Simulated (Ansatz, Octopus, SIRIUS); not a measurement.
One calculation of Si, 3 ways

```
Si
1.0
    -2.37137    2.37137    1.32927
     2.37137   -2.37137    1.32927
     2.37137    2.37137   -1.32927
Si
2
Direct
  0.50062 0.50499 0.99094
  0.25566 0.75901 0.49494
```

This isn't the form of Si at room conditions, which is diamond.

Atoms were shifted at random by some hundredths of an Å from the given cell, which wasn't relaxed again for these runs.

Alike in all runs: task single point; functional PBEsol; k mesh 11 × 11 × 11; occupations fermi-dirac, width 0.05 eV; no spin polarisation; no spin-orbit coupling. Pressure is positive in compression and, in plane waves, holds the error of the finite cutoff, which Ansatz's Pulay term estimates and takes out.

```
                                        program and potentials  plane-wave cutoff (eV)                                                                                   notes  pressure (GPa)  largest force (eV/Å)  energy over the undisturbed cell (meV/atom)
                                            Ansatz, Ansatz PAW                     420  potentials made for PBE, which Ansatz adapts in part; Pulay term of +0.03 GPa included            0.70                 0.080                                         0.28
           Octopus, pseudodojo_pbesol (PseudoDojo 0.4, PBEsol)                       -                                                                                       -               -                 0.081                                         0.54
SIRIUS, PseudoDojo 0.4.1 PBEsol standard (scalar relativistic)                     490                                                                                       -            0.60                 0.080                                         0.28
```

Force on atom 1 (Si), eV/Å:

```tsv
program and potentials	x	y	z
Ansatz, Ansatz PAW	0.042	0.068	0.005
Octopus, pseudodojo_pbesol (PseudoDojo 0.4, PBEsol)	0.042	0.068	0.005
SIRIUS, PseudoDojo 0.4.1 PBEsol standard (scalar relativistic)	0.042	0.068	0.005
```

The pressure spans 0.60 (SIRIUS, PseudoDojo 0.4.1 PBEsol standard (scalar relativistic)) to 0.70 GPa (Ansatz, Ansatz PAW).

Differences between rows come from potentials, basis sets and numerical settings, since the functional is the same but for its coding. Runs on potential files found faulty are left out.
